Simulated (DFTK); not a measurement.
Input of a DFTK 0.8.2 run:

File run.jl:

```julia
using DFTK
using PseudoPotentialData
using Unitful, UnitfulAtomic
using LinearAlgebra, Printf
include("save.jl")
disable_threading()

# lattice vectors are the columns
lattice = austrip(1u"Å") * [         3.232         -1.616            0.0;
                      0.0    2.798994105            0.0;
                      0.0            0.0          5.147]
symbols   = [:Zr, :Zr]
positions = [[0.6666666667, 0.3333333333, 0.75],
             [0.3333333333, 0.6666666667, 0.25]]
pseudopotentials = PseudoFamily("dojo.nc.sr.pbesol.v0_4_1.standard.upf")
elements = Dict(s => ElementPsp(s, pseudopotentials) for s in unique(symbols))
atoms    = [elements[s] for s in symbols]

build_model(lattice, positions; symmetries=true) =
    model_DFT(lattice, atoms, positions;
              functionals=PBEsol(),
              temperature=austrip(0.05u"eV"),
              smearing=Smearing.FermiDirac(),
              symmetries)
Ecut  = 33.0  # hartree
kgrid = [9, 9, 5]
tol   = 1e-6
to_GPa = ustrip(uconvert(u"GPa", 1u"hartree/bohr^3"))

model = build_model(lattice, positions)
basis = PlaneWaveBasis(model; Ecut, kgrid)
display(basis)
scfres = self_consistent_field(basis;
                               tol,
                               nbandsalg=AdaptiveBands(model; n_bands_converge=17))
display(scfres.energies)
@printf "Fermi level: %.6f eV\n" ustrip(auconvert(u"eV", something(scfres.εF, NaN)))
forces = compute_forces_cart(scfres)
println("Forces (eV/Å)")
for (s, f) in zip(symbols, forces)
    @printf "%-3s %12.6f %12.6f %12.6f\n" s ustrip.(auconvert.(u"eV/Å", f))...
end
stress = compute_stresses_cart(scfres)
println("Stress (GPa)")
display(round.(stress * to_GPa; digits=4))
println("Levels at the first k-point (eV): ", round.(ustrip.(auconvert.(u"eV", scfres.eigenvalues[1][1:scfres.n_bands_converge])); digits=4))
save_scf!(scfres; forces, stress)
```

Potentials or basis: dojo.nc.sr.pbesol.v0_4_1.standard.upf (PBEsol).

Launch:

```bash
$ julia --threads=1 run.jl  # save.jl only writes the numbers to a file and isn't shown; printed stress counts tension as positive; times include loading and compiling
```

**Question.** What does it give for the pressure?

**Answer.** -3.2 GPa.

**Question.** Estimate the band gap on the k mesh.

**Answer.** None (metal or under the smearing width).

Stress tensor (GPa, compression positive):
```
-3.49  0.00  0.00
 0.00 -3.49  0.00
 0.00  0.00 -2.64
```
